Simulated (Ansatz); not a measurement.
## AgBr under changes of volume

One of the cells (23.644 Å³/atom); the others are scaled copies at fixed shape and fractional positions:

```
Ag Br
1.0
     0.00000    2.87015    2.87015
     2.87015    0.00000    2.87015
     2.87015    2.87015    0.00000
Ag Br
1 1
Direct
  0.00000 0.00000 0.00000
  0.50000 0.50000 0.50000
```

- Program: Ansatz 0.2.0
- Functional: PBEsol
- Potentials or basis: Ansatz PAW
- Cutoff: 420 eV (not typed: the program's choice for these potentials)
- k mesh: 8 × 8 × 8
- Occupations: fermi-dirac, width 0.05 eV
- Spin: no spin polarisation

```csv
volume (Å³/atom),energy over the lowest point (meV/atom),pressure (GPa),gap on the mesh (eV)
22.225,2.70,1.5,0.50
22.698,0.00,0.3,0.50
23.171,0.63,-0.7,0.50
23.644,4.19,-1.7,0.50
24.116,10.29,-2.5,0.51
24.589,18.63,-3.2,0.52
25.062,?,?,?
```

**Question.** What does the run at 25.062 Å³/atom give?

**Answer.** Energy over the lowest point 28.91 meV/atom; pressure -3.8 GPa; gap on the mesh 0.52 eV.

Worked out: A Birch-Murnaghan fit of order 3 (a polynomial in V^(-2/3)) to the other rows has its minimum at 22.84 Å³/atom with B0 = V·E''(V) = 52 GPa and B' = 5.4. It gives 28.92 meV/atom at 25.062 Å³/atom, against the run's 28.91, and -dE/dV = -3.8 GPa, against -3.8. A straight line through the other rows of the gap, of slope 0.182 eV per unit of ln V, extrapolates to 0.52 eV, against the run's 0.52.

Energies are extrapolated to zero smearing.

Caveats: the PAW data sets come from PBE, with cores solved anew for the run's functional, which leaves a small shift of forces and pressure.

A mesh can miss the band edges. Spin-orbit coupling on Ag, Br is left out.
